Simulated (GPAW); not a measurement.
# Ti (Im-3m) in GPAW: a series of runs

Runs on Ti. Level: PBE. Tasks: optical spectrum.

Program: GPAW 26.7.0. These are calculated values, not measurements. Logs are shortened: lines on timing, memory, paths and dates and some standing lists are left out, and cuts for length are marked. The log counts tension as positive stress, the text compression.

### Step 1. The structure

Symmetry: Im-3m, No. 229, cubic system. The conventional cell has a = 3.215 Å, b = 3.215 Å, c = 3.215 Å, α = 90.00°, β = 90.00°, γ = 90.00°. Ti (site symmetry m-3m) is surrounded by 8 Ti at 2.78 Å.

This isn't the form of Ti at room conditions, which is hcp.

### Step 2. Optical spectrum, PBE

Input file run.py:

```python
from ase.dft.bandgap import bandgap
from ase.io import read, write
from gpaw import GPAW, PW
from gpaw.response.df import DielectricFunction

atoms = read('Ti.xyz')

calc = GPAW(mode=PW(400),
            xc='PBE',
            kpts={'size': (9, 9, 9), 'gamma': True},
            occupations={'name': 'fermi-dirac', 'width': 0.05},
            nbands=14,
            convergence={'density': 1e-06},
            maxiter=150,
            txt='gpaw.txt')
atoms.calc = calc
energy = atoms.get_potential_energy()
calc.write('gs.gpw')
write('result.traj', atoms)
print(f'Energy: {energy:.6f} eV')
print('Fermi level:', round(calc.get_fermi_level(), 4), 'eV')
print(f'Gap: {bandgap(calc)[0]:.4f} eV, direct: {bandgap(calc, direct=True)[0]:.4f} eV')

dense = calc.fixed_density(kpts={'size': (29, 29, 29), 'gamma': True},
                           nbands=22, convergence={'bands': 16, 'eigenstates': 1e-7},
                           update_fermi_level=True, txt='dense.txt')
dense.write('dense.gpw', mode='all')

df = DielectricFunction('dense.gpw', frequencies={'type': 'nonlinear', 'domega0': 0.05, 'omega2': 10},
                        eta=0.1, ecut=50, nbands=16, rate='eta', txt='df.txt')
for direction in ['x']:
    df.get_dielectric_function(xc='RPA', direction=direction, filename=f'df_{direction}.csv')
```

Input file Ti.xyz:

```xyz
1
Lattice="-1.6075008044 1.6075008044 1.6075008044 1.6075008044 -1.6075008044 1.6075008044 1.6075008044 1.6075008044 -1.6075008044" Properties=species:S:1:pos:R:3 pbc="T T T"
Ti     0.0000000000      0.0000000000      0.0000000000
```

Potentials or basis: GPAW PAW data sets (gpaw-data 1.2.1), pw.

Command:

```console
$ OMP_NUM_THREADS=1 python run.py
```

gpaw.txt:

```text
__  _  _
 | _ |_)|_||  |
 |__||  | ||/\| - 26.7.0

Input parameters:
  mode=PW(ecut=400.0),
  convergence={'density': 1e-06},
  kpts=MonkhorstPack(size=(9, 9, 9), gamma=True),
  maxiter=150,
  nbands=14,
  occupations=Occupations(name='fermi-dirac', width=0.05),
  xc=XC(name='PBE')

Diagonalizing LCAO Hamiltonian
Converting LCAO to pw mode

       Ti

Atoms  # Å, Bohr magnetons
|   | symbol |        x |        y |        z |    initial magnetic moments |
|---|--------|----------|----------|----------|-----------------------------|
| 0 |     Ti | 0.000000 | 0.000000 | 0.000000 | ( 0.0000,  0.0000,  0.0000) |

Unit cell  # Å
| periodic |         x |         y |         z |  lengths |     angles |
|----------|-----------|-----------|-----------|----------|------------|
|      yes | -1.607501 |  1.607501 |  1.607501 | 2.784273 | 109.471221 |
|      yes |  1.607501 | -1.607501 |  1.607501 | 2.784273 | 109.471221 |
|      yes |  1.607501 |  1.607501 | -1.607501 | 2.784273 | 109.471221 |

Number of symmetries: 48
Symmetry operations  # r_c * U_cc + t_c -> r_c
|    | kind |            matrix            |
|----|------|------------------------------|
|  0 |  σ   |  1, 1, 1,  0, 0,-1,  0,-1, 0 |
|  1 |  C4  |  1, 1, 1,  0, 0,-1, -1, 0, 0 |
|  2 |  C2  |  1, 1, 1,  0,-1, 0,  0, 0,-1 |
|  3 |  S6  |  1, 1, 1,  0,-1, 0, -1, 0, 0 |
|  4 |  S6  |  1, 1, 1, -1, 0, 0,  0, 0,-1 |
|  5 |  C4  |  1, 1, 1, -1, 0, 0,  0,-1, 0 |
|  6 |  E   |  1, 0, 0,  0, 1, 0,  0, 0, 1 |
|  7 |  σ   |  1, 0, 0,  0, 1, 0, -1,-1,-1 |
|  8 |  σ   |  1, 0, 0,  0, 0, 1,  0, 1, 0 |
|  9 |  C3  |  1, 0, 0,  0, 0, 1, -1,-1,-1 |
| 10 |  C3  |  1, 0, 0, -1,-1,-1,  0, 1, 0 |
| 11 |  σ   |  1, 0, 0, -1,-1,-1,  0, 0, 1 |
| 12 |  σ   |  0, 1, 0,  1, 0, 0,  0, 0, 1 |
| 13 |  C2  |  0, 1, 0,  1, 0, 0, -1,-1,-1 |
| 14 |  C3  |  0, 1, 0,  0, 0, 1,  1, 0, 0 |
| 15 |  S4  |  0, 1, 0,  0, 0, 1, -1,-1,-1 |
| 16 |  S4  |  0, 1, 0, -1,-1,-1,  1, 0, 0 |
| 17 |  C3  |  0, 1, 0, -1,-1,-1,  0, 0, 1 |
| 18 |  C3  |  0, 0, 1,  1, 0, 0,  0, 1, 0 |
| 19 |  S4  |  0, 0, 1,  1, 0, 0, -1,-1,-1 |
| 20 |  σ   |  0, 0, 1,  0, 1, 0,  1, 0, 0 |
| 21 |  C3  |  0, 0, 1,  0, 1, 0, -1,-1,-1 |
| 22 |  C2  |  0, 0, 1, -1,-1,-1,  1, 0, 0 |
| 23 |  S4  |  0, 0, 1, -1,-1,-1,  0, 1, 0 |
| 24 |  C4  |  0, 0,-1,  1, 1, 1,  0,-1, 0 |
| 25 |  σ   |  0, 0,-1,  1, 1, 1, -1, 0, 0 |
| 26 |  S6  |  0, 0,-1,  0,-1, 0,  1, 1, 1 |
| 27 |  C2  |  0, 0,-1,  0,-1, 0, -1, 0, 0 |
| 28 |  C4  |  0, 0,-1, -1, 0, 0,  1, 1, 1 |
| 29 |  S6  |  0, 0,-1, -1, 0, 0,  0,-1, 0 |
| 30 |  S6  |  0,-1, 0,  1, 1, 1,  0, 0,-1 |
| 31 |  C4  |  0,-1, 0,  1, 1, 1, -1, 0, 0 |
| 32 |  C4  |  0,-1, 0,  0, 0,-1,  1, 1, 1 |
| 33 |  S6  |  0,-1, 0,  0, 0,-1, -1, 0, 0 |
| 34 |  σ   |  0,-1, 0, -1, 0, 0,  1, 1, 1 |
| 35 |  C2  |  0,-1, 0, -1, 0, 0,  0, 0,-1 |
| 36 |  C2  | -1, 0, 0,  1, 1, 1,  0, 0,-1 |
| 37 |  S6  | -1, 0, 0,  1, 1, 1,  0,-1, 0 |
| 38 |  S6  | -1, 0, 0,  0, 0,-1,  1, 1, 1 |
| 39 |  C2  | -1, 0, 0,  0, 0,-1,  0,-1, 0 |
| 40 |  C2  | -1, 0, 0,  0,-1, 0,  1, 1, 1 |
| 41 |  i   | -1, 0, 0,  0,-1, 0,  0, 0,-1 |
| 42 |  S4  | -1,-1,-1,  1, 0, 0,  0, 1, 0 |
| 43 |  C3  | -1,-1,-1,  1, 0, 0,  0, 0, 1 |
| 44 |  C3  | -1,-1,-1,  0, 1, 0,  1, 0, 0 |
| 45 |  σ   | -1,-1,-1,  0, 1, 0,  0, 0, 1 |
| 46 |  S4  | -1,-1,-1,  0, 0, 1,  1, 0, 0 |
| 47 |  C2  | -1,-1,-1,  0, 0, 1,  0, 1, 0 |

BZ-sampling:
  Number of BZ points: 729
  Number of IBZ points: 35

  Monkhorst-Pack size: [9, 9, 9]
  Monkhorst-Pack shift: [0, 0, 0]

K-points  # in reciprocal-cell coordinates
|     |                                coordinates |     weight |
|-----|--------------------------------------------|------------|
|   0 | (  0.00000000,   0.00000000,   0.00000000) | 0.00137174 |
|   1 | (  0.11111111,   0.00000000,   0.00000000) | 0.01646091 |
|   2 | (  0.11111111,   0.11111111,  -0.11111111) | 0.00823045 |
|   3 | (  0.22222222,   0.00000000,  -0.11111111) | 0.03292181 |
|   4 | (  0.22222222,   0.00000000,   0.00000000) | 0.01646091 |
|   5 | (  0.22222222,   0.11111111,  -0.11111111) | 0.03292181 |
|   6 | (  0.22222222,   0.22222222,  -0.22222222) | 0.00823045 |
|   7 | (  0.33333333,  -0.11111111,  -0.11111111) | 0.01097394 |
|   8 | (  0.33333333,   0.00000000,  -0.11111111) | 0.06584362 |
|   9 | (  0.33333333,   0.00000000,   0.00000000) | 0.01646091 |
| ... |                                            |            |
|  34 | (  0.44444444,   0.44444444,   0.44444444) | 0.01097394 |

Plane wave coefficients: 321
Cutoff: 400.0 eV

Spin-components: 1 (collinear spins)
Bands:           14
Projectors:      6
Spin-degeneracy: 2
Datatype:        complex128

Parallelization:
  kpt:    1
  domain: 1
  band:   1

Density:
  Valence electrons: 12.0
  Components: 1
  Grid points: [14 14 14]
  Charge: 0.0  # |e|

Potential:
  Grid points: [14 14 14]

species:
  Ti:
    name:    Titanium
    Z:       22.0
    valence: 12
    core:    10
    charge:  0.0  # [|e|]
    compensation charges:
      type: gauss
      rc: 0.38  # [Å]
      lmax: 2
    cutoffs:
      filter: 2.23  # [Å]
      core: 1.02  # [Å]
    projectors
    | kind |    occ | energy [eV] | rcut [Å] |
    |------|--------|-------------|----------|
    |   3s |  2.000 |     -62.623 |    1.270 |
    |   4s |  2.000 |      -4.466 |    1.270 |
    |   3p |  6.000 |     -38.862 |    1.058 |
    |   4p |  0.000 |      -1.466 |    1.058 |
    |   3d |  2.000 |      -4.258 |    1.058 |
    |    d |        |      22.953 |    1.058 |

    Using partial waves for Ti as LCAO basis

Reference energy: -23224.014282  # eV

eigensolver:
  PPCG
  Converge bands: occupied
  niter=2

density mixing:
  MSR1-Mixer
  Pratt-step length: 0.05
  Maximum mixing coefficient: 0.75
  Old densities: 10
  SVD Regularization: 0.005
  Good broyden scale: 1.0
  Trust region scale: 1.0
  Backstep threshold: 4.0
  History deletion threshold: 6.0
  Fourier metric: weight=20.0, sigma=0.015

occupation numbers:
  Fermi-Dirac:
    width: 0.0500  # eV

poisson solver:
  ecut: 3200.0  # eV

xc functional:
  name: PBE with 2 nearest neighbor stencil

convergence criteria:
- Maximum integral of absolute [dens]ity change: 1e-06 electrons / valence electron
- Maximum [total energy] change in last 3 cyles: 0.0005 eV / valence electron
- Maximum integral of absolute [eigenst]ate change: 4e-08 eV^2 / valence electron
maximum number of iterations: 150

SCF iterations
|iter     | |      energy | eigst |  dens |
|---------|-|-------------|-------|-------|
|iter:   1| |   -6.691393 | -0.21 |       |
|iter:   2| |   -6.639916 | -3.21 | -1.26 |
|iter:   3| |   -6.481045 | -2.01 | -1.31 |
|iter:   4| |   -6.484185 | -4.22 | -2.05 |
|iter:   5| |   -6.485621c| -4.41 | -2.35 |
|iter:   6| |   -6.485633c| -6.46 | -3.69 |
|iter:   7| |   -6.485637c| -6.93 | -3.94 |
|iter:   8| |   -6.485637c| -8.47c| -5.23 |
|iter:   9| |   -6.485637c| -8.76c| -5.57 |
|iter:  10| |   -6.485637c| -9.82c| -7.37c|

Converged in 10 steps
Energy contributions relative to reference atoms: (reference = -23224.014282)

Energy contributions:
  Kinetic:           6.426644
  Coulomb:          -5.681459
  Zero:              0.072705
  External:          0.000000
  Xc:               -7.292083
  Entropy:          -0.022887
  Spinorbit:         0.000000
  ----------------------------
  Free energy:      -6.497081
  Extrapolated:     -6.485637

dipole moment: (-5.113128, -5.113128, -5.113128)  # |e|*Ang

Fermi level: 8.789
Eigenvalues  # (at kpt = [0.000, 0.000, 0.000])
| band index |      eig [eV] | occ [0-2] |
|------------|---------------|-----------|
|          0 |       -47.641 |     2.000 |
|          1 |       -23.465 |     2.000 |
|          2 |       -23.465 |     2.000 |
|          3 |       -23.465 |     2.000 |
|          4 |         2.758 |     2.000 |
|          5 |         9.807 |     0.000 |
|          6 |         9.807 |     0.000 |
|          7 |         9.807 |     0.000 |
|          8 |        11.665 |     0.000 |
|          9 |        11.665 |     0.000 |
|         10 |        26.524 |     0.000 |
|         11 |        26.524 |     0.000 |
|         12 |        26.524 |     0.000 |
|         13 |        32.719 |     0.000 |

No gap
No difference between direct/indirect transitions
# Writing to gs.gpw (mode='')
```

Run time: 81 s. Hardware: 1 thread of Arm Neoverse V1, shared host; peak memory 0.36 GiB.

What came out:

| Quantity | Value |
| --- | --- |
| Free energy | -6.4971 eV |
| Band gap on the k mesh | none (metal or under the smearing width) |

Dielectric function (mean over the directions given):
```
energy (eV)  real part  imaginary part
       0.51    -130.31          117.20
       1.15     -23.72           12.86
       1.77      -0.56            9.27
       2.42       5.23           13.23
       3.04       4.40           16.92
       3.69      -5.94           19.43
       4.30      -8.86            8.96
       4.94      -5.63            4.59
       5.53      -3.43            3.36
       6.15      -0.55            3.25
       6.87      -3.09            4.57
       7.55      -2.76            2.42
       8.16      -1.91            1.40
       8.80      -0.56            0.80
       9.47       0.25            2.04
      10.06       0.35            2.05
      10.67      -0.23            2.65
      11.31      -0.67            2.17
      11.96      -0.77            1.68
      12.53      -0.67            1.49
      13.36      -0.45            1.31
      13.97      -0.41            1.41
      14.61      -0.90            0.98
      15.26      -0.58            0.47
      15.94      -0.24            0.39
      16.64      -0.07            0.41
      17.36       0.05            0.37
      18.12       0.14            0.32
      18.90       0.20            0.30
      19.87       0.30            0.24
```

Caveat: the intraband term hangs on this k mesh; the long-wavelength limit can be off by several per cent where d states take part; independent-particle spectra lack excitons.

### Step 3. Optical spectrum, PBE

This run uses another cell than the first one, of 16.97 Å³/atom, 1.021 times its volume.

run.py is that of step 2.

Input file Ti.xyz:

```xyz
1
Lattice="-1.6188216056 1.6188216056 1.6188216056 1.6188216056 -1.6188216056 1.6188216056 1.6188216056 1.6188216056 -1.6188216056" Properties=species:S:1:pos:R:3 pbc="T T T"
Ti     0.0000000000      0.0000000000      0.0000000000
```

Potentials or basis: GPAW PAW data sets (gpaw-data 1.2.1), pw.

Command:

```console
$ OMP_NUM_THREADS=1 python run.py
```

gpaw.txt:

```text
__  _  _
 | _ |_)|_||  |
 |__||  | ||/\| - 26.7.0

Input parameters:
  mode=PW(ecut=400.0),
  convergence={'density': 1e-06},
  kpts=MonkhorstPack(size=(9, 9, 9), gamma=True),
  maxiter=150,
  nbands=14,
  occupations=Occupations(name='fermi-dirac', width=0.05),
  xc=XC(name='PBE')

Diagonalizing LCAO Hamiltonian
Converting LCAO to pw mode

       Ti

Atoms  # Å, Bohr magnetons
|   | symbol |        x |        y |        z |    initial magnetic moments |
|---|--------|----------|----------|----------|-----------------------------|
| 0 |     Ti | 0.000000 | 0.000000 | 0.000000 | ( 0.0000,  0.0000,  0.0000) |

Unit cell  # Å
| periodic |         x |         y |         z |  lengths |     angles |
|----------|-----------|-----------|-----------|----------|------------|
[... 167 lines left out ...]
|iter:   1| |   -6.706364 | -0.23 |       |
|iter:   2| |   -6.652033 | -3.20 | -1.24 |
|iter:   3| |   -6.488587 | -1.99 | -1.30 |
|iter:   4| |   -6.491698 | -4.29 | -2.05 |
|iter:   5| |   -6.493158c| -4.35 | -2.34 |
|iter:   6| |   -6.493170c| -6.42 | -3.67 |
|iter:   7| |   -6.493174c| -6.90 | -3.93 |
|iter:   8| |   -6.493174c| -8.48c| -5.26 |
|iter:   9| |   -6.493174c| -8.75c| -5.55 |
|iter:  10| |   -6.493174c| -9.80c| -7.34c|

Converged in 10 steps
Energy contributions relative to reference atoms: (reference = -23224.014282)

Energy contributions:
  Kinetic:           5.605315
  Coulomb:          -5.109896
  Zero:              0.075197
  External:          0.000000
  Xc:               -7.052335
  Entropy:          -0.022911
  Spinorbit:         0.000000
  ----------------------------
  Free energy:      -6.504630
  Extrapolated:     -6.493174

dipole moment: (-5.150122, -5.150122, -5.150122)  # |e|*Ang

Fermi level: 8.559
Eigenvalues  # (at kpt = [0.000, 0.000, 0.000])
| band index |      eig [eV] | occ [0-2] |
|------------|---------------|-----------|
|          0 |       -47.915 |     2.000 |
|          1 |       -23.766 |     2.000 |
|          2 |       -23.766 |     2.000 |
|          3 |       -23.766 |     2.000 |
|          4 |         2.564 |     2.000 |
|          5 |         9.557 |     0.000 |
|          6 |         9.557 |     0.000 |
|          7 |         9.557 |     0.000 |
|          8 |        11.368 |     0.000 |
|          9 |        11.368 |     0.000 |
|         10 |        26.139 |     0.000 |
|         11 |        26.139 |     0.000 |
|         12 |        26.139 |     0.000 |
|         13 |        32.181 |     0.000 |

No gap
No difference between direct/indirect transitions
# Writing to gs.gpw (mode='')
```

stdout:

```text
Energy: -6.493174 eV
Fermi level: 8.5589 eV
Gap: 0.0000 eV, direct: 0.0000 eV
```

It took 81 s on 1 thread of Arm Neoverse V1, shared host; peak memory 0.36 GiB.

Results:

```yaml
Free_energy: -6.5046 eV
Band_gap_on_the_k_mesh: none (metal or under the smearing width)
```

Dielectric function (mean over the directions given):
| energy (eV) | real part | imaginary part |
| --- | --- | --- |
| 0.51 | -128.36 | 109.91 |
| 0.88 | -46.93 | 24.36 |
| 1.43 | -8.21 | 10.24 |
| 1.89 | 2.48 | 10.70 |
| 2.42 | 6.02 | 13.81 |
| 2.79 | 4.78 | 16.13 |
| 3.30 | 1.50 | 21.24 |
| 3.76 | -8.13 | 17.61 |
| 4.30 | -8.43 | 8.44 |
| 4.79 | -5.89 | 4.79 |
| 5.16 | -4.41 | 3.99 |
| 5.68 | -2.45 | 2.96 |
| 6.15 | -0.17 | 4.50 |
| 6.63 | -2.44 | 5.06 |
| 7.12 | -3.06 | 3.13 |
| 7.55 | -2.71 | 2.10 |
| 8.07 | -1.85 | 1.31 |
| 8.52 | -0.76 | 0.89 |
| 9.08 | 0.47 | 1.87 |
| 9.56 | 0.12 | 2.03 |
| 9.96 | 0.28 | 2.48 |
| 10.46 | -0.37 | 2.71 |
| 10.88 | -0.75 | 2.35 |
| 11.41 | -0.89 | 1.97 |
| 11.96 | -0.72 | 1.56 |
| 12.30 | -0.73 | 1.47 |
| 12.77 | -0.56 | 1.28 |
| 13.36 | -0.47 | 1.22 |
| 13.85 | -0.45 | 1.36 |
| 14.35 | -0.89 | 1.00 |
| 14.73 | -0.74 | 0.64 |
| 15.26 | -0.41 | 0.41 |
| 15.80 | -0.19 | 0.37 |
| 16.36 | -0.09 | 0.42 |
| 16.93 | 0.00 | 0.38 |
| 17.36 | 0.09 | 0.34 |
| 17.96 | 0.18 | 0.32 |
| 18.58 | 0.18 | 0.30 |
| 19.22 | 0.24 | 0.26 |
| 19.87 | 0.33 | 0.22 |

Caveat: the intraband term hangs on this k mesh; the long-wavelength limit can be off by several per cent where d states take part; independent-particle spectra lack excitons.
